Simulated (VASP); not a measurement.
# SrTiO3 (Tausonite): relaxation of cell and atoms with AM05

The system is SrTiO3 (Tausonite).

```
CELL_PARAMETERS angstrom
3.89975 0.00000 0.00000
0.00000 3.89975 0.00000
0.00000 0.00000 3.89975
ATOMIC_POSITIONS crystal
Sr 0.50000 0.50000 0.50000
Ti 0.00000 0.00000 0.00000
O 0.50000 0.00000 0.00000
O 0.00000 0.50000 0.00000
O 0.00000 0.00000 0.50000
```

| Property | Result |
| --- | --- |
| Program | VASP 6.6.1 |
| Task | relaxation of cell and atoms |
| Functional | AM05 |
| Potentials or basis | VASP PAW PBE potentials, release 64 (Sr_sv, Ti_sv, O) |
| Cutoff | 600 eV |
| k mesh | 8 × 8 × 8 |
| Occupations | gaussian, width 0.03 eV |
| Spin | no spin polarisation |
| Further INCAR settings | ALGO = Normal; EDIFF = 1e-07; IBRION = 2; EDIFFG = -0.005; NSW = 90; ISIF = 3 |

| Item | Value |
| --- | --- |
| Pressure after relaxing | 0.0 GPa |
| Band gap on the k mesh | 1.81 eV, indirect (least direct gap 2.16 eV) |

Final structure:
```cif
data_structure
_symmetry_space_group_name_H-M 'P 1'
_symmetry_Int_Tables_number 1
_cell_length_a 3.8998
_cell_length_b 3.8998
_cell_length_c 3.8998
_cell_angle_alpha 90.000
_cell_angle_beta 90.000
_cell_angle_gamma 90.000
_cell_volume 59.31
loop_
_atom_site_label
_atom_site_type_symbol
_atom_site_fract_x
_atom_site_fract_y
_atom_site_fract_z
_atom_site_occupancy
Sr1 Sr 0.50000 0.50000 0.50000 1
Ti1 Ti 0.00000 0.00000 0.00000 1
O1 O 0.50000 0.00000 0.00000 1
O2 O 0.00000 0.50000 0.00000 1
O3 O 0.00000 0.00000 0.50000 1
```

Levels at points of the mesh, in eV from the valence-band top:
```tsv
k point	band 18	band 19	band 20	band 21	band 22	band 23
(0.00, 0.00, 0.00)	-0.35	-0.35	-0.35	1.81	1.81	1.81
(0.50, 0.00, 0.00)	-2.03	-0.74	-0.74	1.99	3.79	3.79
(0.50, 0.50, 0.00)	-1.59	-1.59	-0.10	3.80	3.80	4.25
(0.50, 0.50, 0.50)	0.00	0.00	0.00	4.48	4.48	4.48
```

Wall time 30 s on 1 thread of Intel(R) Xeon(R) 6975P-C (Granite Rapids) (shared host), peak memory 0.22 GiB.

Caveat: the relaxation stopped at its first step, so nothing moved; the PAW data sets were made with another functional, which shifts forces and pressure a little. A k mesh can miss the band edges.
